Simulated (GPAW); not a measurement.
Here is a GPAW 26.7.0 calculation.

Contents of run.py:

```python
from ase import Atoms
from ase.dft.bandgap import bandgap
from ase.io import write
from gpaw import GPAW, PW

atoms = Atoms(['Cl', 'Li'],
              cell=[[0.0, 2.56477, 2.56477],
                    [2.56477, 0.0, 2.56477],
                    [2.56477, 2.56477, 0.0]],
              scaled_positions=[[0.5, 0.5, 0.5],
                                [0.0, 0.0, 0.0]],
              pbc=True)

calc = GPAW(mode=PW(800),
            xc='TB09',
            kpts={'size': (10, 10, 10), 'gamma': True},
            occupations={'name': 'fermi-dirac', 'width': 0.05},
            nbands=11,
            convergence={'density': 1e-05, 'energy': 1e-05},
            eigensolver='cg',
            maxiter=150,
            txt='gpaw.txt')
atoms.calc = calc
energy = atoms.get_potential_energy()
calc.write('gs.gpw')
write('result.traj', atoms)
print('Fermi level:', round(calc.get_fermi_level(), 4), 'eV')
print(f'Gap: {bandgap(calc)[0]:.4f} eV, direct: {bandgap(calc, direct=True)[0]:.4f} eV')
```

Potentials or basis: GPAW PAW data sets for LDA (gpaw-data 1.2.1), pw.

The run is started by

```console
$ OMP_NUM_THREADS=1 python run.py
```

Task: Predict the band gap on the k mesh.

Result: 8.23 eV, direct.

Caveat: a model potential gives levels but no total energy. A k mesh can miss the band edges.
